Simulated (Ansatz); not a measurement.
# BaF2: the cost of one run

Program: Ansatz 0.2.0. Level of theory: DFT PBE, scalar-relativistic, plane waves, PAW. These are calculated values, not measurements.

2 further runs of the same task are left out: 2 set aside as unsound or not needed. Runs told in other sessions of the task aren't counted.

### Step 1. Starting point

The structure is cubic, space group Fm-3m (No. 225). The conventional cell has a = 6.246 Å, b = 6.246 Å, c = 6.246 Å, α = 90.00°, β = 90.00°, γ = 90.00°. Around Ba (site symmetry m-3m) lie 8 F at 2.70 Å. F (site symmetry -43m) is surrounded by 4 Ba at 2.70 Å.

Coordinates:

```cif
data_structure
_symmetry_space_group_name_H-M 'P 1'
_symmetry_Int_Tables_number 1
_cell_length_a 4.4166
_cell_length_b 4.4166
_cell_length_c 4.4166
_cell_angle_alpha 60.000
_cell_angle_beta 60.000
_cell_angle_gamma 60.000
_cell_volume 60.92
loop_
_atom_site_label
_atom_site_type_symbol
_atom_site_fract_x
_atom_site_fract_y
_atom_site_fract_z
_atom_site_occupancy
Ba1 Ba 0.00000 0.00000 0.00000 1
F1 F 0.25000 0.25000 0.25000 1
F2 F 0.75000 0.75000 0.75000 1
```

It is the result of an earlier relaxation at this level (volume 20.31 Å³/atom; gap on the mesh: 6.75 eV).

### Step 2. Bands, states and charges

The input, input.yaml:

```yaml
crystal:
  lattice:
    - [0.0, 3.1230009549, 3.1230009549]
    - [3.1230009549, 0.0, 3.1230009549]
    - [3.1230009549, 3.1230009549, 0.0]
  atoms:
    - { symbol: Ba, position: [0.0, 0.0, 0.0] }
    - { symbol: F, position: [0.25, 0.25, 0.25] }
    - { symbol: F, position: [0.75, 0.75, 0.75] }
basis:
  ecutwfc: 420
kpoints:
  mp_grid: { grid: [6, 6, 6] }
  band_path:
    path:
      - [[0.0, 0.0, 0.0], [0.5, 0.0, 0.5], [0.625, 0.25, 0.625]]
      - [[0.375, 0.375, 0.75], [0.0, 0.0, 0.0], [0.5, 0.5, 0.5], [0.5, 0.25, 0.75], [0.5, 0.0, 0.5]]
    npoints: 14
hamiltonian:
  xc: pbe
scf:
  occupations: { method: gaussian, width: 0.02 }
  n_extra_bands: 7
output:
  forces: true
  stress: true
  eigenvalues: true
  populations: true
  dos: { projected: true, de: 0.02, nscf_kmesh: { grid: [9, 9, 9] } }
  bader: true
  write_density: true
  write_potential: true
  elf: true
  volumetric_format: npy
```

Run with:

```console
ansatz run input.yaml --threads 1 --pin off --max-ram 2560MiB --backend cpu --events-out ev --progress --plain --runs-dir out
```

Q: Estimate wall time and peak memory on 1 thread of Arm Neoverse V2, shared host.

About 14 s, with a peak of 0.31 GiB.
